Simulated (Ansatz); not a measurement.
The system is Bi2Te2Se.

```
Bi Te Se
1.0
     2.16097    1.24764   10.58557
    -2.16097    1.24764   10.58557
     0.00000   -2.49527   10.58557
Bi Te Se
2 2 1
Direct
  0.39172 0.39172 0.39172
  0.60828 0.60828 0.60828
  0.78040 0.78040 0.78040
  0.21960 0.21960 0.21960
  0.00000 0.00000 0.00000
```

The cell is a database's computed one.

Base run:

- Program: Ansatz 0.2.0
- Functional: LDA
- Potentials or basis: Ansatz PAW
- Cutoff: 420 eV (not typed: the program's choice for these potentials)
- k mesh: 7 × 7 × 7
- Occupations: fermi-dirac, width 0.05 eV
- Spin: no spin polarisation

Its results: band gap on the k mesh 0.37 eV, direct; pressure -2.6 GPa; largest force 0.138 eV/Å.

**Question.** After a change of settings the same cell gave: band gap on the k mesh 0.41 eV, direct; pressure -1.5 GPa; largest force 0.050 eV/Å. Which change was it?
A. functional from LDA to PBEsol
B. functional from LDA to r2SCAN; cutoff from 420 eV (not typed: the program's choice for these potentials) to 500 eV (not typed: the program's choice for these potentials)
C. k mesh from 7 × 7 × 7 to 5 × 5 × 5; spin from no spin polarisation to spin-orbit coupling, no magnetisation; potential files from those of the base run to others of the same set

**Answer.** A.

PBEsol binds less tightly than LDA, so the same cell stands under more pressure.

Caveats: spin-orbit coupling is left out, which as a rule narrows the gap of such compounds by several tenths of an eV; the PAW data sets come from PBE, with cores solved anew for the run's functional, which leaves a small shift of forces and pressure.

Runs at the PBE level aren't shown here.
